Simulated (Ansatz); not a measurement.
TiO2:

```
CELL_PARAMETERS angstrom
4.81270 0.00000 0.00000
0.00000 4.87188 0.00000
-0.86289 0.00000 4.96659
ATOMIC_POSITIONS crystal
Ti 0.27744 0.05281 0.21315
Ti 0.72256 0.55281 0.28685
Ti 0.72256 0.94719 0.78685
Ti 0.27744 0.44719 0.71315
O 0.06384 0.17697 0.85156
O 0.93616 0.67697 0.64844
O 0.93616 0.82303 0.14844
O 0.06384 0.32303 0.35156
O 0.44536 0.75763 0.46677
O 0.55464 0.25763 0.03323
O 0.55464 0.24237 0.53323
O 0.44536 0.74237 0.96677
```

The cell comes from a database or a generator and needn't be the stable form of this composition.

| Quantity | Value |
| --- | --- |
| Program | Ansatz 0.2.0 |
| Task | relaxation of cell and atoms |
| Functional | PBEsol |
| Potentials or basis | Ansatz PAW |
| Cutoff | 420 eV (not typed: the program's choice for these potentials) |
| k mesh | 5 × 5 × 5 |
| Occupations | fermi-dirac, width 0.05 eV |
| Spin | no spin polarisation |

At the start: volume 9.70 Å³/atom.

Task: Where does the relaxation end?

Result: It ends after 9 steps and the volume is 9.54 Å³/atom (-1.7 %); space group P2_1/c (No. 14, to 0.05 Å).

The path:
| step | energy change (eV) | largest force (eV/Å) | volume (Å³) |
| --- | --- | --- | --- |
| 1 | 0.0000 | 0.1466 | 116.45 |
| 2 | -0.0291 | 0.0920 | 115.12 |
| 3 | -0.0353 | 0.0539 | 114.59 |
| 4 | -0.0369 | 0.0980 | 114.51 |
| 5 | -0.0375 | 0.0196 | 114.53 |
| 6 | -0.0374 | 0.0043 | 114.56 |
| 7 | -0.0281 | 0.0043 | 114.56 |
| 8 | -0.0287 | 0.0022 | 114.47 |
| 9 | -0.0282 | 0.0022 | 114.47 |

Final structure:
```xyz
12
Lattice="4.7806 0.0000 -0.0079 0.0000 4.8612 0.0000 -0.8653 0.0000 4.9270" Properties=species:S:1:pos:R:3 pbc="T T T"
Ti    1.1472    0.2673    1.0502
Ti    3.2008    2.6979    1.4054
Ti    2.7682    4.5939    3.8689
Ti    0.7145    2.1633    3.5136
O    -0.4208    0.8369    4.1710
O     3.9035    3.2675    3.2115
O     4.3361    4.0242    0.7480
O     0.0118    1.5936    1.7076
O     1.7152    3.6877    2.3095
O     2.6327    1.2571    0.1461
O     2.2001    1.1735    2.6096
O     1.2826    3.6041    4.7730
```

Caveat: the plane-wave basis is chosen anew once the cell has moved, so the energies of steps on either side of that aren't comparable; the pressure holds a Pulay correction of +0.9 GPa for the finite cutoff; the PAW data sets come from PBE, with cores solved anew for the run's functional, which leaves a small shift of forces and pressure.
